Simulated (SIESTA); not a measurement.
Set up this calculation in SIESTA 5.4.2, as the native input.

```yaml
Task: band structure
Functional: PBE
Potentials_or_basis: PseudoDojo 0.4 standard (PBE files)
Basis: DZP (energy shift 0.003 Ry; two zetas on semicore shells)
Grid_cutoff: 800 Ry
Energy_shift: 0.003 Ry
k_mesh: 8 × 8 × 8
Occupations: fermi-dirac, width 0.05 eV
Spin: no spin polarisation
```

NaCl:

```
Cl Na
1.0
     0.00000    2.79406    2.79406
     2.79406    0.00000    2.79406
     2.79406    2.79406    0.00000
Cl Na
1 1
Direct
  0.50000 0.50000 0.50000
  0.00000 0.00000 0.00000
```

The cell is a database's computed one.

The input as run:

NaCl.fdf

```
SystemName                      NaCl
SystemLabel                     NaCl
NumberOfSpecies                 2
NumberOfAtoms                   2
%block ChemicalSpeciesLabel
  1  17 Cl
  2  11 Na
%endblock ChemicalSpeciesLabel
%include structure.fdf

%block kgrid.MonkhorstPack
    8   0   0  0.0
    0   8   0  0.0
    0   0   8  0.0
%endblock kgrid.MonkhorstPack
XC.Functional                   GGA
XC.Authors                      PBE
PAO.BasisSize                   DZP
PAO.EnergyShift                 0.003 Ry
Mesh.Cutoff                     800 Ry
OccupationFunction              FD
ElectronicTemperature           0.05 eV
MaxSCFIterations                120
SCF.MustConverge                false
SCF.Mixer.Method                Pulay
SCF.Mixer.Weight                0.25
SCF.Mixer.History               8
SCF.DM.Tolerance                5.0e-05
SCF.H.Tolerance                 1.0e-03 eV
WriteForces                     true
Charge.Mulliken                 end
BandLinesScale                  ReciprocalLatticeVectors
%block BandLines
    1    0.000000   0.000000   0.000000  \Gamma
   12    0.500000   0.000000   0.500000  X
    6    0.500000   0.250000   0.750000  W
    4    0.375000   0.375000   0.750000  K
   13    0.000000   0.000000   0.000000  \Gamma
   11    0.500000   0.500000   0.500000  L
    8    0.625000   0.250000   0.625000  U
    4    0.500000   0.250000   0.750000  W
    9    0.500000   0.500000   0.500000  L
    8    0.375000   0.375000   0.750000  K
    1    0.625000   0.250000   0.625000  U
    4    0.500000   0.000000   0.500000  X
%endblock BandLines
%block PAO.Basis
  Na 4
  n=2 0 2
    2.919 0.000
  n=3 0 2
    9.500 0.000
  n=2 1 2
    3.442 0.000
  n=3 1 1
    9.500
%endblock PAO.Basis
```

structure.fdf

```
LatticeConstant                 1.0 Ang
%block LatticeVectors
     0.0000000000     2.7940632177     2.7940632177
     2.7940632177     0.0000000000     2.7940632177
     2.7940632177     2.7940632177     0.0000000000
%endblock LatticeVectors
AtomicCoordinatesFormat         Fractional
%block AtomicCoordinatesAndAtomicSpecies
     0.5000000000     0.5000000000     0.5000000000  1  Cl
     0.0000000000     0.0000000000     0.0000000000  2  Na
%endblock AtomicCoordinatesAndAtomicSpecies
```

Potentials or basis: PseudoDojo 0.4 standard (PBE files), DZP (energy shift 0.003 Ry; two zetas on semicore shells).

Launch:

```sh
$ siesta NaCl.fdf > NaCl.out 2>&1
```

It gave:

```
Pressure                : 1.7 GPa
Band gap on the k mesh  : 5.30 eV, direct
Band gap along the path : 5.30 eV, direct
```

Caveat: the basis of atomic orbitals isn't converged, which shifts pressures, moduli and gaps.

Wall time 27 s on 1 thread of Arm Neoverse V1, on a shared host, peak memory 0.28 GiB.
